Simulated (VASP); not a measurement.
# BN: convergence, relaxation of the atoms

BN, sheet, 2 atoms in the cell. LDA; PAW potentials B, N (LDA set). VASP 6.6.1.

Wanted: energy within 0.5 meV/atom; shortest distances from each atom, periodic images included within 0.002 Å.

What the run is for: geometry; Accuracy asked: tight.

POSCAR:
```
BN
1.0
    2.5022435663      0.0000000000      0.0000000000
    3.7533653496      2.1670064949      0.0000000000
    0.0000000000      0.0000000000     16.0024561708
B N
1 1
Direct
   -0.0047870000      0.0189560000      0.4956710000
    0.9569040000      0.6837090000      0.4990370000
```

The series start from Plane-wave cutoff (eV): 520; k-point mesh: 11 × 6 × 1; Ionic threshold (EDIFFG): -0.01; Electronic threshold (eV): 1e-6; Precision mode (PREC): Accurate; Relaxation algorithm: IBRION=2; Electronic steps between moves: NELMIN=4 ALGO=Normal. Each series keeps the choices made before it, and each single choice may use up half of a tolerance.

## Plane-wave cutoff (eV)

| Plane-wave cutoff (eV) | Energy less reference (meV/atom) | Shortest distances from each atom, periodic images included, largest deviation (Å) | Time (s) |
|---|---|---|---|
| 360 | 7.39 | 0.0000 | 37 |
| 400 | 3.41 | 0.0000 | 42 |
| 460 | 1.51 | 0.0000 | 62 |
| 520 | 2.10 | 0.0000 | 81 |
| 640 (reference) | 0.00 | 0.0000 | 96 |

Chosen: 640; the next looser run is off by more than half of the tolerance, so convergence isn't shown beyond this value.

## k-point mesh

| k-point mesh | Energy less reference (meV/atom) | Shortest distances from each atom, periodic images included, largest deviation (Å) | SCF iterations | Time (s) |
|---|---|---|---|---|
| 6 × 3 × 1 | 15.57 | 0.0067 | 115 | 43 |
| 8 × 5 × 1 | -3.86 | 0.0010 | 118 | 69 |
| 11 × 6 × 1 | -0.03 | 0.0000 | 119 | 96 |
| 14 × 8 × 1 | 0.00 | 0.0000 | 119 | 134 |
| 17 × 10 × 1 (reference) | 0.00 | 0.0000 | 119 | 183 |

Chosen: 11 × 6 × 1, the loosest value from which every tighter one stays within half of the tolerance.

## Ionic threshold (EDIFFG)

| Ionic threshold (EDIFFG) | Energy less reference (meV/atom) | Shortest distances from each atom, periodic images included, largest deviation (Å) | Time (s) |
|---|---|---|---|
| -0.1 | 0.00 | 0.0004 | 72 |
| -0.05 | 0.00 | 0.0004 | 73 |
| -0.02 | 0.00 | 0.0001 | 81 |
| -0.01 | 0.00 | 0.0001 | 96 |
| -0.005 | 0.00 | 0.0000 | 92 |
| -0.002 (reference) | 0.00 | 0.0000 | 97 |

Chosen: -0.1.

## Electronic threshold (eV)

| Electronic threshold (eV) | Energy less reference (meV/atom) | Shortest distances from each atom, periodic images included, largest deviation (Å) | Time (s) |
|---|---|---|---|
| 0.0001 | 0.00 | 0.0001 | 43 |
| 1e-5 | 0.00 | 0.0001 | 62 |
| 1e-6 | 0.00 | 0.0000 | 72 |
| 1e-7 (reference) | 0.00 | 0.0000 | 99 |

Chosen: 0.0001.

## Precision mode (PREC)

| Precision mode (PREC) | Energy less reference (meV/atom) | Shortest distances from each atom, periodic images included, largest deviation (Å) | SCF iterations | Time (s) |
|---|---|---|---|---|
| Normal | 0.00 | 0.0000 | 57 | 17 |
| Accurate (reference) | 0.00 | 0.0000 | 57 | 43 |

Chosen: Normal.

## Relaxation algorithm

| Relaxation algorithm | Energy less reference (meV/atom) | Shortest distances from each atom, periodic images included, largest deviation (Å) | SCF iterations | Time (s) |
|---|---|---|---|---|
| IBRION=2 | 0.00 | 0.0000 | 57 | 17 |
| IBRION=2 POTIM=0.2 | 0.01 | 0.0005 | 49 | 15 |
| IBRION=2 POTIM=0.8 | 0.00 | 0.0001 | 62 | 19 |
| IBRION=1 | 0.03 | 0.0011 | 51 | 15 |
| IBRION=1 POTIM=0.2 | 0.04 | 0.0004 | 37 | 10 |
| IBRION=1 POTIM=0.3 NFREE=3 | 0.00 | 0.0001 | 38 | 11 |
| IBRION=3 POTIM=0.2 SMASS=0.4 | crashed | crashed | 64 | 23 |
| IBRION=3 POTIM=0.3 | crashed | crashed | 91 | 31 |

Chosen: IBRION=1 POTIM=0.2, the fastest of those that stay within half of the tolerance.

VASP's message at the runs that stop: internal error in: us.F  at line: 1398 internal ERROR SETYLM_AUG: -5 36 1115 27 -6 35 35 If you are not a developer, you should not encounter this problem. Please submit a bug report.

VASP's message at the runs that stop: internal error in: us.F  at line: 1398 internal ERROR SETYLM_AUG: -7 9 249 25 -8 8 8 If you are not a developer, you should not encounter this problem. Please submit a bug report.

## Electronic steps between moves

| Electronic steps between moves | Energy less reference (meV/atom) | Shortest distances from each atom, periodic images included, largest deviation (Å) | SCF iterations | Time (s) |
|---|---|---|---|---|
| NELMIN=4 ALGO=Normal | 0.00 | 0.0000 | 37 | 10 |
| ALGO=Normal | 0.00 | 0.0001 | 34 | 10 |
| NELMIN=4 MAXMIX=40 ALGO=Normal | -0.01 | 0.0001 | 40 | 12 |
| NELMIN=4 ALGO=Fast | 0.00 | 0.0001 | 39 | 10 |
| NELMIN=4 MAXMIX=40 ALGO=Fast | -0.01 | 0.0002 | 43 | 11 |

Chosen: NELMIN=4 ALGO=Normal; no other choice that stays within half of the tolerance saves 30 % of the time.

## All choices together

| Input | Energy less reference (meV/atom) | Shortest distances from each atom, periodic images included, largest deviation (Å) | Time (s) |
|---|---|---|---|
| the program's defaults (naive) | 2.47 | 0.0032 | 8.7 |
| chosen settings | 0.01 | 0.0009 | 10 |
| reference settings throughout | 0.00 | 0.0000 | 233 |

The chosen settings stay within the tolerance of the reference run, but the reference itself isn't shown to be converged in: Plane-wave cutoff (eV).

Values of the reference run: Shortest distances from each atom, periodic images included: 1.445, 1.445, 1.445, 2.502, 1.445, 1.445, 1.445, 2.502 Å.

## The input

INCAR:
```
GGA = CA ; LDIPOL = T
IDIPOL = 3 ; DIPOL = 0.5 0.5 0.497
ISMEAR = 0 ; SIGMA = 0.03
LWAVE = F ; LCHARG = F
ISIF = 0 ; NSW = 120
PREC = Normal ; LASPH = T
LREAL = F ; ALGO = Normal
EDIFF = 1E-4 ; NELM = 120
GGA_COMPAT = F ; IBRION = 1
EDIFFG = -0.1 ; NELMIN = 4
ENCUT = 640 ; EFERMI = MIDGAP
NELMDL = -8 ; KPAR = 4
POTIM = 0.2
```

KPOINTS:
```
Automatic mesh
0
Gamma
  11 6 1
  0 0 0
```

Commands:
```
cat potpaw_LDA.64/B/POTCAR potpaw_LDA.64/N/POTCAR > POTCAR
mpirun -np 4 vasp_std > vasp.out
```

The chosen input took VASP 6.6.1 10 s on 4 cores (Intel Xeon Platinum 8488C (Sapphire Rapids)), a shared host.

## An input that fails: too few ionic steps

It gives no converged result.

Changes against the starting input:
```
- NSW = 120
- NELM = 120
+ NSW = 3
+ NELM = 91
```
